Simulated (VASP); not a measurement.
**ZnS (Wurtzite-2H): band structure with PBE**

**What was measured.**

From a printed reference work, monograph, for a bulk crystal of ZnS at 4 K: band gap 3.911 eV (direct).

The system is ZnS (Wurtzite-2H).

```
Zn S
1.0
     3.81100    0.00000    0.00000
    -1.90550    3.30042    0.00000
     0.00000    0.00000    6.23400
Zn S
2 2
Direct
  0.66667 0.33333 0.50000
  0.33333 0.66667 0.00000
  0.66667 0.33333 0.88500
  0.33333 0.66667 0.38500
```

```json
{
 "Program": "VASP 6.6.1",
 "Task": "band structure",
 "Functional": "PBE",
 "Potentials or basis": "VASP PAW PBE potentials, release 64 (Zn, S_h)",
 "Cutoff": "900 eV",
 "k mesh": "8 × 8 × 5",
 "Occupations": "fermi-dirac, width 0.05 eV",
 "Spin": "no spin polarisation",
 "Further INCAR settings": "ALGO = Normal; EDIFF = 1e-06"
}
```

```yaml
Pressure: 2.6 GPa
Largest_force: 0.324 eV/Å
Band_gap_on_the_k_mesh: 2.25 eV, direct
Band_gap_along_the_path: 2.25 eV, direct
```

Forces in eV/Å, atoms in the order of the input:
```
Zn   0.000  0.000  0.324
Zn   0.000  0.000  0.324
S    0.000  0.000 -0.324
S    0.000  0.000 -0.324
```

Stress tensor (GPa, compression positive):
```
3.28 0.00 0.00
0.00 3.28 0.00
0.00 0.00 1.20
```

Levels at the corners of the path, in eV from the valence-band top:
| point | band 15 | band 16 | band 17 | band 18 | band 19 | band 20 | band 21 | band 22 |
| --- | --- | --- | --- | --- | --- | --- | --- | --- |
| Γ | -0.86 | -0.01 | -0.01 | 0.00 | 2.25 | 2.99 | 6.28 | 6.29 |
| M | -3.16 | -2.25 | -1.56 | -0.98 | 3.61 | 4.27 | 5.18 | 7.12 |
| M | -3.16 | -2.25 | -1.56 | -0.98 | 3.61 | 4.27 | 5.18 | 7.12 |
| K | -3.87 | -2.21 | -2.21 | -2.21 | 4.47 | 5.92 | 5.92 | 7.91 |
| K | -3.87 | -2.21 | -2.21 | -2.21 | 4.47 | 5.92 | 5.92 | 7.90 |
| Γ | -0.86 | -0.01 | -0.01 | 0.00 | 2.25 | 2.99 | 6.28 | 6.28 |
| Γ | -0.86 | -0.01 | -0.01 | 0.00 | 2.25 | 2.99 | 6.28 | 6.29 |
| A | -0.45 | -0.45 | -0.45 | -0.45 | 3.51 | 3.51 | 6.71 | 6.72 |
| A | -0.45 | -0.45 | -0.45 | -0.45 | 3.51 | 3.51 | 6.71 | 6.71 |
| L | -1.66 | -1.66 | -1.53 | -1.53 | 3.61 | 3.61 | 5.14 | 5.14 |
| L | -1.66 | -1.66 | -1.53 | -1.53 | 3.61 | 3.61 | 5.14 | 5.14 |
| H | -3.11 | -3.11 | -1.25 | -1.25 | 4.53 | 4.53 | 6.48 | 6.48 |
| H | -3.11 | -3.11 | -1.25 | -1.25 | 4.53 | 4.53 | 6.48 | 6.48 |
| A | -0.45 | -0.45 | -0.45 | -0.45 | 3.51 | 3.51 | 6.71 | 6.71 |
| L | -1.66 | -1.66 | -1.53 | -1.53 | 3.61 | 3.61 | 5.14 | 5.14 |
| M | -3.16 | -2.25 | -1.56 | -0.98 | 3.61 | 4.27 | 5.18 | 7.12 |
| K | -3.87 | -2.21 | -2.21 | -2.21 | 4.47 | 5.92 | 5.92 | 7.91 |
| H | -3.11 | -3.11 | -1.25 | -1.25 | 4.53 | 4.53 | 6.48 | 6.48 |

Run time: 3.4 min on 1 thread of Intel(R) Xeon(R) 6975P-C (Granite Rapids) (shared host), peak memory 0.4 GiB.

Measured gap of ZnS: 3.911 eV (direct; 4 K; a printed reference work, monograph). This calculation gives 2.25 eV (-1.66 eV). The value is that of PBE, without temperature or zero-point motion. Semilocal functionals fall short of measured gaps as a rule.
